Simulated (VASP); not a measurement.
Li, 3 atoms in the cell. The structure is trigonal, space group R-3m (No. 166). The conventional cell has a = 3.101 Å, b = 3.101 Å, c = 22.765 Å, α = 90.00°, β = 90.00°, γ = 120.00°. Around Li (site symmetry 3m) lie 12 Li at 3.09 to 3.10 Å. Li (site symmetry -3m) has 12 Li at 3.10 Å as nearest neighbours. This isn't the form of Li at room conditions, which is bcc.

```yaml
Program: VASP 6.6.1
Task: single point
Functional: PBE
Potentials_or_basis: VASP PAW PBE potentials, release 64 (Li_sv)
Cutoff: 520 eV
k_mesh: 10 × 10 × 10
Occupations: gaussian, width 0.02 eV
Spin: no spin polarisation
Further_INCAR_settings: ALGO = Normal; EDIFF = 1e-06; NBANDS = 12
```

Potentials or basis: VASP PAW PBE potentials, release 64 (Li_sv).

Command:

```bash
$ cat potpaw_PBE.64/Li_sv/POTCAR > POTCAR
$ mpirun -np 1 vasp_std > vasp.out
```

Hardware: 1 thread of AMD EPYC 9R45 (Zen 5), with other jobs on the host.

Question: Estimate the wall time of this run.

Answer: Run time: 3.7 min on 1 thread of AMD EPYC 9R45 (Zen 5), with other jobs on the host, peak memory 0.43 GiB. Counts: scf iterations 10, k points 116.
